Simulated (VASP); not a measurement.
# Sb (Pm-3m) in VASP: settings compared

One crystal, Sb, is run at these levels: PBEsol, LDA, PBE, PBE+D3(BJ); tasks: relaxation of cell and atoms.

Everything below comes from runs of VASP 6.6.1. Logs are shortened: lines on timing, memory, paths and dates and some standing lists are left out, and cuts for length are marked.

## 1. The crystal as given

The structure is cubic, space group Pm-3m (No. 221). Conventional cell: a = 3.083 Å, b = 3.083 Å, c = 3.083 Å, α = 90.00°, β = 90.00°, γ = 90.00°. Around Sb (site symmetry m-3m) lie 6 Sb at 3.08 Å.

This isn't the form of Sb at room conditions, which is rhombohedral.

## 2. Relaxation of cell and atoms, PBEsol

Input file INCAR:

```
ALGO = Normal ; EDIFF = 1E-7
EDIFFG = -0.005 ; ENCUT = 600
GGA = PS ; IBRION = 2
ISIF = 3 ; ISMEAR = 0
LASPH = T ; LCHARG = F
LREAL = F ; LWAVE = F
NELM = 60 ; NSW = 90
PREC = Accurate ; SIGMA = 0.1
```

Input file KPOINTS:

```
k-points
0
Gamma
  14 14 14
```

Input file POSCAR:

```
Sb
1.0
    3.0833436100      0.0000000000      0.0000000000
    0.0000000000      3.0833436100      0.0000000000
    0.0000000000      0.0000000000      3.0833436100
Sb
1
Direct
    0.0000000000      0.0000000000      0.0000000000
```

Potentials or basis: VASP PAW PBE potentials, release 64 (Sb).

Run with:

```bash
cat potpaw_PBE.64/Sb/POTCAR > POTCAR
mpirun -np 1 vasp_std > vasp.out
```

OUTCAR:

```text
EDIFF = 1E-7
   EDIFFG = -0.005
   ENCUT = 600
   GGA = PS
   IBRION = 2
   ISIF = 3
   ISMEAR = 0
   LASPH = T
   LREAL = F
   NELM = 60
   NSW = 90
   PREC = Accurate

 ion  position               nearest neighbor table
   1  0.000  0.000  0.000-

  LATTYP: Found a simple cubic cell.
 ALAT       =     3.0833436100

  Lattice vectors:

 A1 = (   3.0833436100,   0.0000000000,   0.0000000000)
 A2 = (   0.0000000000,   3.0833436100,   0.0000000000)
 A3 = (   0.0000000000,   0.0000000000,   3.0833436100)

Analysis of symmetry for initial positions (statically):
=====================================================================
 Subroutine PRICEL returns:
 Original cell was already a primitive cell.

 Routine SETGRP: Setting up the symmetry group for a
 simple cubic supercell.

 Subroutine GETGRP returns: Found 48 space group operations
 (whereof 48 operations were pure point group operations)
 out of a pool of 48 trial point group operations.

The static configuration has the point symmetry O_h .

Analysis of symmetry for dynamics (positions and initial velocities):
=====================================================================
 Subroutine PRICEL returns:
 Original cell was already a primitive cell.

 Routine SETGRP: Setting up the symmetry group for a
 simple cubic supercell.

 Subroutine GETGRP returns: Found 48 space group operations
 (whereof 48 operations were pure point group operations)
 out of a pool of 48 trial point group operations.

The dynamic configuration has the point symmetry O_h .

 Subroutine INISYM returns: Found 48 space group operations
 (whereof 48 operations are pure point group operations),
 and found     1 'primitive' translations

----------------------------------------------------------------------------------------

                                     Primitive cell

  volume of cell :      29.3134

  direct lattice vectors                    reciprocal lattice vectors
     3.083343610  0.000000000  0.000000000     0.324323243  0.000000000  0.000000000
     0.000000000  3.083343610  0.000000000     0.000000000  0.324323243  0.000000000
     0.000000000  0.000000000  3.083343610     0.000000000  0.000000000  0.324323243

  length of vectors
     3.083343610  3.083343610  3.083343610     0.324323243  0.324323243  0.324323243

  position of ions in fractional coordinates (direct lattice)
     0.000000000  0.000000000  0.000000000

  ion indices of the primitive-cell ions
   primitive index   ion index
                 1           1

----------------------------------------------------------------------------------------

 KPOINTS: k-points

Automatic generation of k-mesh.
 Grid dimensions read from file:
 generate k-points for:   14   14   14

 Generating k-lattice:

  Cartesian coordinates                     Fractional coordinates (reciprocal lattice)
     0.023165946  0.000000000  0.000000000     0.071428571  0.000000000  0.000000000
     0.000000000  0.023165946  0.000000000     0.000000000  0.071428571  0.000000000
     0.000000000  0.000000000  0.023165946     0.000000000  0.000000000  0.071428571

  Length of vectors
     0.023165946  0.023165946  0.023165946

  Shift w.r.t. Gamma in fractional coordinates (k-lattice)
     0.000000000  0.000000000  0.000000000

 Subroutine IBZKPT returns following result:
 ===========================================

 Found    120 irreducible k-points:

 Following reciprocal coordinates:
            Coordinates               Weight
  0.000000  0.000000  0.000000      1.000000
  0.071429  0.000000  0.000000      6.000000
  0.142857  0.000000  0.000000      6.000000
  0.214286  0.000000  0.000000      6.000000
  0.285714  0.000000  0.000000      6.000000
  0.357143  0.000000  0.000000      6.000000
[... 16 lines left out ...]
  0.285714  0.214286  0.000000     24.000000
  0.357143  0.214286  0.000000     24.000000
 [... further k-points ...]
   k-points           NKPTS =    120   k-points in BZ     NKDIM =    120   number of bands    NBANDS=      6
   number of dos      NEDOS =    301   number of ions     NIONS =      1
   total plane-waves  NPLWV =  21952
   dimension x,y,z NGX =    28 NGY =   28 NGZ =   28
   dimension x,y,z NGXF=    56 NGYF=   56 NGZF=   56
   ions per type =               1
   NGX,Y,Z   is equivalent  to a cutoff of  15.10, 15.10, 15.10 a.u.
   NGXF,Y,Z  is equivalent  to a cutoff of  30.19, 30.19, 30.19 a.u.
 SYSTEM =  unknown system
   PREC   = accura    normal or accurate (medium, high low for compatibility)
   ISTART =      0    job   : 0-new  1-cont  2-samecut
   ICHARG =      2    charge: 1-file 2-atom 10-const
   ISPIN  =      1    spin polarized calculation?
   LNONCOLLINEAR =      F non collinear calculations
   LSORBIT =      F    spin-orbit coupling
   LASPH  =      T    aspherical Exc in radial PAW
   ENCUT  =  600.0 eV  44.10 Ry    6.64 a.u.   6.16  6.16  6.16*2*pi/ulx,y,z
   NELM   =     60;   NELMIN=  2; NELMDL= -5     # of ELM steps
   EDIFF  = 0.1E-06   stopping-criterion for ELM
   LREAL  =      F    real-space projection
   EDIFFG = -.5E-02   stopping-criterion for IOM
   NSW    =     90    number of steps for IOM
   IBRION =      2    ionic relax: 0-MD 1-quasi-New 2-CG
   NFREE  =      1    steps in history (QN), initial steepest desc. (CG)
   ISIF   =      3    stress and relaxation
   ISYM   =      2    0-nonsym 1-usesym 2-fastsym
   POTIM  = 0.5000    time-step for ionic-motion
   TEBEG  =    0.0;   TEEND  =   0.0 temperature during run
   PSTRESS=    0.0 pullay stress
   NELECT =       5.0000    total number of electrons
   NUPDOWN=      -1.0000    fix difference up-down
   EMIN   =  10.00;   EMAX   =-10.00  energy-range for DOS
   EFERMI =   0.00;   METHOD = LEGACY
   ISMEAR =     0;   SIGMA  =   0.10  broadening in eV -4-tet -1-fermi 0-gaus
   EFERMI_NEDOS =   21; number of points for ismear=-14 and -15
   IALGO  =     38    algorithm
   IMIX   =      4    mixing-type and parameters
     AMIX     =   0.40;   BMIX     =  1.00
     AMIX_MAG =   1.60;   BMIX_MAG =  1.00
  volume/ion in A,a.u.               =      29.31       197.82
  Fermi-wavevector in a.u.,A,eV,Ry     =   0.907910  1.715702 11.215296  0.824301
  Thomas-Fermi vector in A             =   2.031774
   LORBIT       =      0    0 simple, 1 ext, 2 COOP (PROOUT), +10 PAW based schemes
   GGA     = PS    functional components
   LHFCALC =     F    Hartree Fock is set to
   AEXX    =    0.0000 exact exchange contribution
   IVDW    =     0    specifies the selected vdW correction
   LEPSILON=     F    determine dielectric tensor
   LRPA    =     F    only Hartree local field effects (RPA)
 conjugate gradient relaxation of ions
 non-spin polarized calculation
 Gauss-broadening in eV      SIGMA  =   0.10
  energy-cutoff  :      600.00
  volume of cell :       29.31
 maximum number of plane-waves:       996
 NGX is ok and might be reduce to    28
   NGX = 13   NGY = 13   NGZ = 13

--------------------------------------- Ionic step        1  -------------------------------------------

 number of electron       4.9999999 magnetization

 Free energy of the ion-electron system (eV)
  ---------------------------------------------------
  ext. energy  EPLUGINS =         0.00000000
  ---------------------------------------------------
  free energy    TOTEN  =        -4.53528028 eV

  energy without entropy =       -4.53139686  energy(sigma->0) =       -4.53333857

------------------------ aborting loop because EDIFF is reached ----------------------------------------

  FORCE on cell =-STRESS in cart. coord.  units (eV):
  Direction    XX          YY          ZZ          XY          YZ          ZX
  --------------------------------------------------------------------------------------
  -------------------------------------------------------------------------------------
  Total       -0.2095896     -0.2095896     -0.2095896     -0.0000000     -0.0000000      0.0000000
  in kB      -11.4555106    -11.4555106    -11.4555106     -0.0000000     -0.0000000      0.0000000
  external PRESSURE =     -11.4555106 kB  Pullay stress =       0.0000000 kB
[... 55 lines left out ...]
  energy  without entropy=       -4.5329574169  energy(sigma->0) =       -4.53481605

--------------------------------------- Ionic step        3  -------------------------------------------

 number of electron       5.0000000 magnetization

 Free energy of the ion-electron system (eV)
  ---------------------------------------------------
  ext. energy  EPLUGINS =         0.00000000
  ---------------------------------------------------
  free energy    TOTEN  =        -4.53734650 eV

  energy without entropy =       -4.53356392  energy(sigma->0) =       -4.53545521

 E-fermi :   7.4028     XC(G=0):  -9.9092

 val. band max:        7.3933938840   @ k =   0.2857   0.2143   0.0000
 cond. band min:       7.4470154339   @ k =   0.5000   0.2857   0.2143
 fundamental gap:      0.0536215499
 Fermi energy:         7.4027876555

 k-point     1 :       0.0000    0.0000    0.0000
  band No.  band energies     occupation
      1      -5.2307      2.00000
      2      10.8154      0.00000
      3      10.8154      0.00000
      4      10.8154      0.00000
      5      14.4490      0.00000
      6      14.4490      0.00000

 k-point     2 :       0.0714    0.0000    0.0000
  band No.  band energies     occupation
      1      -5.1537      2.00000
      2       9.8254      0.00000
      3      10.8923      0.00000
      4      10.8923      0.00000
      5      14.5090      0.00000
      6      15.0445      0.00000
[... 190 lines left out ...]
 k-point    24 :       0.3571    0.2143    0.0000
  band No.  band energies     occupation
      1      -2.7793      2.00000
      2       3.7472      2.00000
      3       7.9066      0.00000
      4      13.0723      0.00000
      5      14.5191      0.00000
      6      17.1015      0.00000

 [... further k-points ...]
[... 5 lines left out ...]
  --------------------------------------------------------------------------------------
  -------------------------------------------------------------------------------------
  Total        0.0006641      0.0006641      0.0006641      0.0000000     -0.0000000      0.0000000
  in kB        0.0370120      0.0370120      0.0370120      0.0000000     -0.0000000      0.0000000
  external PRESSURE =       0.0370120 kB  Pullay stress =       0.0000000 kB
[... 16 lines left out ...]
  FREE ENERGIE OF THE ION-ELECTRON SYSTEM (eV)
  ---------------------------------------------------
  free  energy   TOTEN  =        -4.5373464985 eV

  energy  without entropy=       -4.5335639183  energy(sigma->0) =       -4.53545521

 reached required accuracy - stopping structural energy minimisation
```

It took 29 s on 1 thread of Intel Xeon Platinum 8488C (Sapphire Rapids), shared host; peak memory 0.18 GiB.

Results:

* Free energy: -4.5373 eV
* Relaxed volume: 28.75 Å³/atom
* Relaxed cell: a = 3.063 Å, b = 3.063 Å, c = 3.063 Å, α = 90.00°, β = 90.00°, γ = 90.00°
* Space group after relaxing (to 0.05 Å): Pm-3m (No. 221)
* Energy gained by relaxing: 2.1 meV/atom
* Ionic steps: 3
* Pressure after relaxing: 0.0 GPa
* Band gap on the k mesh: none (metal or under the smearing width)

Step by step:
```
step  energy change (eV)  largest force (eV/Å)  pressure (GPa)  volume (Å³)
   1              0.0000                0.0000           -1.15        29.31
   2             -0.0014                0.0000            0.70        28.43
   3             -0.0021                0.0000            0.00        28.75
```

Final structure:
```
Sb
1.0
     3.06335    0.00000    0.00000
     0.00000    3.06335    0.00000
     0.00000    0.00000    3.06335
Sb
1
Direct
  0.00000 0.00000 0.00000
```

Levels at points of the mesh, in eV from the Fermi level:
| k point | band 1 | band 2 | band 3 | band 4 | band 5 | band 6 |
| --- | --- | --- | --- | --- | --- | --- |
| (0.00, 0.00, 0.00) | -12.63 | 3.41 | 3.41 | 3.41 | 7.05 | 7.05 |
| (0.50, 0.00, 0.00) | -10.07 | -5.80 | 5.55 | 5.55 | 9.23 | 10.68 |
| (0.50, 0.50, 0.00) | -7.34 | -3.65 | -3.65 | 2.04 | 7.74 | 13.26 |
| (0.50, 0.50, 0.50) | -4.27 | -1.62 | -1.62 | -1.62 | 4.82 | 4.82 |

Caveat: the PAW data sets were made with another functional, which shifts forces and pressure a little.

(Part 1 of 2 ends here.)
